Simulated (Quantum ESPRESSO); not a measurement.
# Sn (Immm) in Quantum ESPRESSO: settings compared, part 2 of 2

Quantum ESPRESSO 7.5. The steps go on from the part before.

### Step 5. Band structure, TASK

Input file pw.in:

```
&CONTROL
  calculation = 'scf'
  prefix = 'pwscf'
  outdir = './tmp'
  pseudo_dir = './pseudo'
  tprnfor = .true.
  tstress = .true.
  disk_io = 'low'
/
&SYSTEM
  ibrav = 0
  celldm(1) = 8
  nat = 1
  ntyp = 1
  ecutwfc = 70
  nbnd = 13
  input_dft = 'XC-000I-012L-000I-000I-707L-000I'
  occupations = 'smearing'
  smearing = 'fd'
  degauss = 0.00367493
  nosym = .true.
/
&ELECTRONS
  conv_thr = 1d-08
  electron_maxstep = 120
  mixing_beta = 0.5
/
ATOMIC_SPECIES
Sn   118.7100 Sn_ONCV_PBE-1.2.upf
CELL_PARAMETERS alat
 -0.4078357316857   0.4194121939251   0.5523532457137
  0.4078357316857  -0.4194121939251   0.5523532457137
  0.4078357316857   0.4194121939251  -0.5523532457137
ATOMIC_POSITIONS crystal
Sn     0.0000000000    0.0000000000    0.0000000000
K_POINTS automatic
11 11 11 0 0 0
```

Input file bands.in:

```
&CONTROL
  calculation = 'bands'
  prefix = 'pwscf'
  outdir = './tmp'
  pseudo_dir = './pseudo'
  disk_io = 'low'
  verbosity = 'high'
/
&SYSTEM
  ibrav = 0
  celldm(1) = 8
  nat = 1
  ntyp = 1
  ecutwfc = 70
  nbnd = 13
  input_dft = 'XC-000I-012L-000I-000I-707L-000I'
  occupations = 'smearing'
  smearing = 'fd'
  degauss = 0.00367493
  nosym = .true.
/
&ELECTRONS
  conv_thr = 1d-08
  electron_maxstep = 120
  mixing_beta = 0.5
  diago_full_acc = .true.
  startingwfc = 'random'
/
ATOMIC_SPECIES
Sn   118.7100 Sn_ONCV_PBE-1.2.upf
CELL_PARAMETERS alat
 -0.4078357316857   0.4194121939251   0.5523532457137
  0.4078357316857  -0.4194121939251   0.5523532457137
  0.4078357316857   0.4194121939251  -0.5523532457137
ATOMIC_POSITIONS crystal
Sn     0.0000000000    0.0000000000    0.0000000000
K_POINTS crystal
60
 0.0000000000  0.0000000000  0.0000000000 1
-0.0551848570  0.0551848570  0.0551848570 1
-0.1103697140  0.1103697140  0.1103697140 1
-0.1655545709  0.1655545709  0.1655545709 1
-0.2207394279  0.2207394279  0.2207394279 1
-0.2759242849  0.2759242849  0.2759242849 1
-0.3311091419  0.3311091419  0.3311091419 1
-0.3862939988  0.3862939988  0.3862939988 1
-0.2804352521  0.2804352521  0.4921527456 1
-0.1869568348  0.1869568348  0.4947684970 1
-0.0934784174  0.0934784174  0.4973842485 1
 0.0000000000  0.0000000000  0.5000000000 1
 0.0833333333  0.0833333333  0.4166666667 1
 0.1666666667  0.1666666667  0.3333333333 1
 0.2500000000  0.2500000000  0.2500000000 1
 0.1875000000  0.3125000000  0.1875000000 1
 0.1250000000  0.3750000000  0.1250000000 1
 0.0625000000  0.4375000000  0.0625000000 1
 0.0000000000  0.5000000000  0.0000000000 1
 0.0965734997  0.5284265003 -0.0965734997 1
 0.1931469994  0.5568530006 -0.1931469994 1
 0.2897204991  0.5852795009 -0.2897204991 1
 0.3862939988  0.6137060012 -0.3862939988 1
 0.4431469994  0.5568530006 -0.4431469994 1
 0.5000000000  0.5000000000 -0.5000000000 1
 0.4375000000  0.4375000000 -0.4375000000 1
 0.3750000000  0.3750000000 -0.3750000000 1
 0.3125000000  0.3125000000 -0.3125000000 1
 0.2500000000  0.2500000000 -0.2500000000 1
 0.1875000000  0.1875000000 -0.1875000000 1
 0.1250000000  0.1250000000 -0.1250000000 1
 0.0625000000  0.0625000000 -0.0625000000 1
 0.0000000000  0.0000000000  0.0000000000 1
 0.0437934726 -0.0437934726  0.0437934726 1
 0.0875869452 -0.0875869452  0.0875869452 1
 0.1313804178 -0.1313804178  0.1313804178 1
 0.1751738903 -0.1751738903  0.1751738903 1
 0.2189673629 -0.2189673629  0.2189673629 1
 0.2627608355 -0.2627608355  0.2627608355 1
 0.3065543081 -0.3065543081  0.3065543081 1
 0.3503477807 -0.3503477807  0.3503477807 1
 0.3941412533 -0.3941412533  0.3941412533 1
 0.4153130026 -0.3153130026  0.3153130026 1
 0.4364847520 -0.2364847520  0.2364847520 1
 0.4576565013 -0.1576565013  0.1576565013 1
 0.4788282507 -0.0788282507  0.0788282507 1
 0.5000000000  0.0000000000  0.0000000000 1
 0.4642857143  0.0357142857  0.0357142857 1
 0.4285714286  0.0714285714  0.0714285714 1
 0.3928571429  0.1071428571  0.1071428571 1
 0.3571428571  0.1428571429  0.1428571429 1
 0.3214285714  0.1785714286  0.1785714286 1
 0.2857142857  0.2142857143  0.2142857143 1
 0.2500000000  0.2500000000  0.2500000000 1
 0.2804352521 -0.2804352521  0.5078472544 1
 0.3372882527 -0.3372882527  0.4509942539 1
 0.3941412533 -0.3941412533  0.3941412533 1
 0.6058587467  0.3941412533 -0.3941412533 1
 0.5529293734  0.4470706266 -0.4470706266 1
 0.5000000000  0.5000000000 -0.5000000000 1
```

Started as:

```console
$ OMP_NUM_THREADS=1 mpirun -n 2 pw.x -nk 2 -in pw.in > pw.out
$ OMP_NUM_THREADS=1 mpirun -n 2 pw.x -nk 2 -in bands.in > bands.out
```

It took 6.4 min on 2 MPI ranks of Arm Neoverse V2, shared host; peak memory 0.38 GiB.

The run converged. Its results:

```
Free energy            : -1624.6267 eV
Pressure               : -0.2 GPa
Band gap on the k mesh : none (metal or under the smearing width)
```

Stress tensor (GPa, compression positive):
```
 0.36  0.00  0.00
 0.00 -1.37  0.00
 0.00  0.00  0.38
```

Levels at the corners of the path, in eV from the Fermi level:
```tsv
point	band 5	band 6	band 7	band 8	band 9	band 10
Γ	-21.41	-12.35	7.22	7.38	7.77	13.29
X	-21.34	-5.91	-2.57	-1.11	2.03	7.06
L	-21.30	-5.91	-1.90	-1.52	0.38	10.96
T	-21.29	-6.53	-3.94	2.12	2.62	7.16
W	-21.34	-6.25	-1.82	-1.57	-0.03	13.26
R	-21.33	-7.91	-4.72	4.96	5.92	10.95
X1	-21.34	-5.91	-2.57	-1.11	2.03	7.06
Z	-21.30	-5.75	-3.44	1.23	1.93	6.27
Γ	-21.41	-12.35	7.22	7.38	7.77	13.29
Y	-21.33	-6.05	-2.73	-1.09	2.57	7.54
S	-21.33	-8.18	-4.78	5.41	6.22	11.48
W	-21.34	-6.25	-1.82	-1.57	-0.03	13.26
L1	-21.30	-5.91	-1.90	-1.52	0.38	10.96
Y	-21.33	-6.05	-2.73	-1.09	2.57	7.54
Y1	-21.33	-6.05	-2.73	-1.09	2.57	7.54
Z	-21.30	-5.75	-3.44	1.23	1.93	6.27
```

Caveat: the potentials were made for another functional, which shifts forces and pressure; spin-orbit coupling is left out, which moves the levels of the heavy elements.

### Step 6. Band structure, revTPSS

Edit pw.in of step 5 so:

```diff
@@ -16,3 +16,3 @@
   nbnd = 13
-  input_dft = 'XC-000I-012L-000I-000I-707L-000I'
+  input_dft = 'XC-000I-000I-000I-000I-212L-241L'
   occupations = 'smearing'
```

Edit bands.in of step 5 so:

```diff
@@ -15,3 +15,3 @@
   nbnd = 13
-  input_dft = 'XC-000I-012L-000I-000I-707L-000I'
+  input_dft = 'XC-000I-000I-000I-000I-212L-241L'
   occupations = 'smearing'
```

Potentials or basis: SG15 PBE 1.2.

Started as:

```console
$ OMP_NUM_THREADS=1 mpirun -n 2 pw.x -nk 2 -in pw.in > pw.out
$ OMP_NUM_THREADS=1 mpirun -n 2 pw.x -nk 2 -in bands.in > bands.out
```

pw.out:

```text
This program is part of the open-source Quantum ESPRESSO suite
     for quantum simulation of materials; please cite
         "P. Giannozzi et al., J. Phys.:Condens. Matter 21 395502 (2009);
         "P. Giannozzi et al., J. Phys.:Condens. Matter 29 465901 (2017);
         "P. Giannozzi et al., J. Chem. Phys. 152 154105 (2020);
     in publications or presentations arising from this work. More details at

     IMPORTANT: XC functional enforced from input :
     Exchange-correlation= XC-000I-000I-000I-000I-212L-241L
                           (   0   0   0   0   0 212 241)
     Any further DFT definition will be discarded
     Please, verify this is what you really want

     K-points division:     npool     =       2
     Subspace diagonalization in iterative solution of the eigenvalue problem:
     a serial algorithm will be used

     G-vector sticks info
     --------------------
     sticks:   dense  smooth     PW     G-vecs:    dense   smooth      PW
     Sum         931     931    303                15291    15291    2997

     Using Slab Decomposition

     bravais-lattice index     =            0
     lattice parameter (alat)  =       8.0000  a.u.
     unit-cell volume          =     193.4965 (a.u.)^3
     number of atoms/cell      =            1
     number of atomic types    =            1
     number of electrons       =        14.00
     number of Kohn-Sham states=           13
     kinetic-energy cutoff     =      70.0000  Ry
     charge density cutoff     =     280.0000  Ry
     scf convergence threshold =      1.0E-08
     mixing beta               =       0.5000
     number of iterations used =            8  plain     mixing
     Exchange-correlation= XC-000I-000I-000I-000I-212L-241L
                           (   0   0   0   0   0 212 241)

     celldm(1)=   8.000000  celldm(2)=   0.000000  celldm(3)=   0.000000
     celldm(4)=   0.000000  celldm(5)=   0.000000  celldm(6)=   0.000000

     crystal axes: (cart. coord. in units of alat)
               a(1) = (  -0.407836   0.419412   0.552353 )
               a(2) = (   0.407836  -0.419412   0.552353 )
               a(3) = (   0.407836   0.419412  -0.552353 )

     reciprocal axes: (cart. coord. in units 2 pi/alat)
               b(1) = ( -0.000000  1.192145  0.905218 )
               b(2) = (  1.225984 -0.000000  0.905218 )
               b(3) = (  1.225984  1.192145  0.000000 )

     PseudoPot. # 1 for Sn read from file:
     Sn_ONCV_PBE-1.2.upf
     Pseudo is Norm-conserving, Zval = 14.0
     Generated using ONCVPSP code by D. R. Hamann
     Using radial grid of  602 points,  6 beta functions with:
                l(1) =   0
                l(2) =   0
                l(3) =   1
                l(4) =   1
                l(5) =   2
                l(6) =   2

     atomic species   valence    mass     pseudopotential
     Sn               14.00   118.71000     Sn( 1.00)

     No symmetry found

   Cartesian axes

     site n.     atom                  positions (alat units)
         1        Sn     tau(   1) = (   0.0000000   0.0000000   0.0000000  )

     number of k points=   666  Fermi-Dirac smearing, width (Ry)=  0.0037

     Number of k-points >= 100: set verbosity='high' to print them.

     Dense  grid:    15291 G-vectors     FFT dimensions: (  36,  36,  36)

     WARNING: libxc functional with ID  212 depends
      on external parameters: check the user_guide of
      QE if you need to modify them or to check their
      default values.

     WARNING: libxc functional with ID  241 depends
      on external parameters: check the user_guide of
      QE if you need to modify them or to check their
      default values.

     Initial potential from superposition of free atoms

     starting charge      13.9134, renormalised to      14.0000
     Starting wfcs are random

     Self-consistent Calculation

     iteration #  1     ecut=    70.00 Ry     beta= 0.50
     Davidson diagonalization with overlap
     ethr =  1.00E-02,  avg # of iterations =  8.5

     total energy              =    -120.23412240 Ry
     estimated scf accuracy    <      13.60871536 Ry

     iteration #  2     ecut=    70.00 Ry     beta= 0.50
     Davidson diagonalization with overlap
     ethr =  1.00E-02,  avg # of iterations =  1.0

     total energy              =    -120.33724996 Ry
     estimated scf accuracy    <       4.63481329 Ry

     iteration #  3     ecut=    70.00 Ry     beta= 0.50
     Davidson diagonalization with overlap
     ethr =  1.00E-02,  avg # of iterations =  1.0

     total energy              =    -120.34124522 Ry
     estimated scf accuracy    <       0.12447712 Ry

     iteration #  4     ecut=    70.00 Ry     beta= 0.50
     Davidson diagonalization with overlap
     ethr =  8.89E-04,  avg # of iterations =  1.1

     total energy              =    -120.34140788 Ry
     estimated scf accuracy    <       0.00111148 Ry

     iteration #  5     ecut=    70.00 Ry     beta= 0.50
     Davidson diagonalization with overlap
     ethr =  7.94E-06,  avg # of iterations =  5.4

     total energy              =    -120.34142417 Ry
     estimated scf accuracy    <       0.00015620 Ry

     iteration #  6     ecut=    70.00 Ry     beta= 0.50
     Davidson diagonalization with overlap
     ethr =  1.12E-06,  avg # of iterations =  1.3

     total energy              =    -120.34142622 Ry
     estimated scf accuracy    <       0.00000155 Ry

     iteration #  7     ecut=    70.00 Ry     beta= 0.50
     Davidson diagonalization with overlap
     ethr =  1.11E-08,  avg # of iterations =  1.7

     total energy              =    -120.34142636 Ry
     estimated scf accuracy    <       0.00000002 Ry

     iteration #  8     ecut=    70.00 Ry     beta= 0.50
     Davidson diagonalization with overlap
     ethr =  1.76E-10,  avg # of iterations =  2.3

     End of self-consistent calculation

     Number of k-points >= 100: set verbosity='high' to print the bands.

     the Fermi energy is    11.8974 ev

!    total energy              =    -120.34142637 Ry
     estimated scf accuracy    <          9.3E-09 Ry
     smearing contrib. (-TS)   =      -0.00025875 Ry
     internal energy E=F+TS    =    -120.34116762 Ry

     The total energy is F=E-TS. E is the sum of the following terms:
     one-electron contribution =     -30.39593844 Ry
     hartree contribution      =      22.28119137 Ry
     xc contribution           =     -14.36159871 Ry
     ewald contribution        =     -97.86482185 Ry

     convergence has been achieved in   8 iterations

     Forces acting on atoms (cartesian axes, Ry/au):

     atom    1 type  1   force =     0.00000000    0.00000000    0.00000000

     Total force =     0.000000     Total SCF correction =     0.000024

     Computing stress (Cartesian axis) and pressure

          total   stress  (Ry/bohr**3)                   (kbar)     P=      -39.97
  -0.00022479  -0.00000000   0.00000000          -33.07       -0.00        0.00
  -0.00000000  -0.00034347  -0.00000000           -0.00      -50.53       -0.00
   0.00000000  -0.00000000  -0.00024691            0.00       -0.00      -36.32

=------------------------------------------------------------------------------=
   JOB DONE.
=------------------------------------------------------------------------------=
```

Wall time 5.8 min (2 MPI ranks of Arm Neoverse V2, shared host); peak memory 0.38 GiB.

What came out:

```
Free energy            : -1637.3285 eV
Pressure               : -4.0 GPa
Band gap on the k mesh : none (metal or under the smearing width)
```

Stress tensor (GPa, compression positive):
```
-3.31  0.00  0.00
 0.00 -5.05  0.00
 0.00  0.00 -3.63
```

Levels at the corners of the path, in eV from the Fermi level:
```
point  band 4  band 5  band 6  band 7  band 8  band 9  band 10  band 11
    Γ  -21.28  -21.25  -10.81    7.06    7.21    7.61    10.87    11.24
    X  -21.21  -21.19   -4.59   -2.32   -1.21    1.96     5.22    10.32
    L  -21.24  -21.17   -4.54   -1.72   -1.45   -0.02     9.21    10.76
    T  -21.19  -21.17   -5.25   -3.58    2.10    2.46     5.42     5.97
    W  -21.24  -21.19   -4.85   -1.73   -1.53   -0.37    11.44    13.02
    R  -21.19  -21.19   -6.62   -4.36    4.88    5.74     9.21     9.70
   X1  -21.21  -21.19   -4.59   -2.32   -1.21    1.96     5.22    10.32
    Z  -21.17  -21.17   -4.48   -3.07    1.24    1.88     4.53     5.48
    Γ  -21.28  -21.25  -10.81    7.06    7.21    7.61    10.87    11.24
    Y  -21.21  -21.19   -4.73   -2.45   -1.19    2.46     5.70     8.92
    S  -21.21  -21.19   -6.86   -4.43    5.30    6.05     9.71    10.19
    W  -21.24  -21.19   -4.85   -1.73   -1.53   -0.37    11.44    13.02
   L1  -21.24  -21.17   -4.54   -1.72   -1.45   -0.02     9.21    10.76
    Y  -21.21  -21.19   -4.73   -2.45   -1.19    2.46     5.70     8.92
   Y1  -21.21  -21.19   -4.73   -2.45   -1.19    2.46     5.70     8.92
    Z  -21.17  -21.17   -4.48   -3.07    1.24    1.88     4.53     5.48
```

Caveat: the potentials were made for another functional, which shifts forces and pressure; spin-orbit coupling is left out, which moves the levels of the heavy elements.

### Step 7. Overview

| level | symmetry | SCF threshold | gap on the mesh (eV) | pressure (GPa) |
| --- | --- | --- | --- | --- |
| r2SCAN | off | 1e-08 Ry | none | -3.2 |
| SCAN | off | 1e-08 Ry | none | -3.8 |
| vdW-DF-cx | - | 2e-10 Ry | none | -3.4 |
| TASK | off | 1e-08 Ry | none | -0.2 |
| revTPSS | off | 1e-08 Ry | none | -4.0 |

Alike in all rows: task band structure; potentials or basis SG15 PBE 1.2; no spin polarisation; cell as given; k mesh 11 × 11 × 11; cutoff (eV) 952; smearing fermi-dirac 0.05 eV.

Every run on the cell as given and a fine mesh finds a metal. The pressure there spans -4.0 GPa (revTPSS) to -0.2 GPa (TASK); a positive pressure means that this level wants a larger cell, a negative one a smaller.

Caveats: the potentials were made for another functional, which shifts forces and pressure; spin-orbit coupling is left out, which moves the levels of the heavy elements.

Total energies depend on the potentials used, so only differences within one code and one set of settings carry meaning.
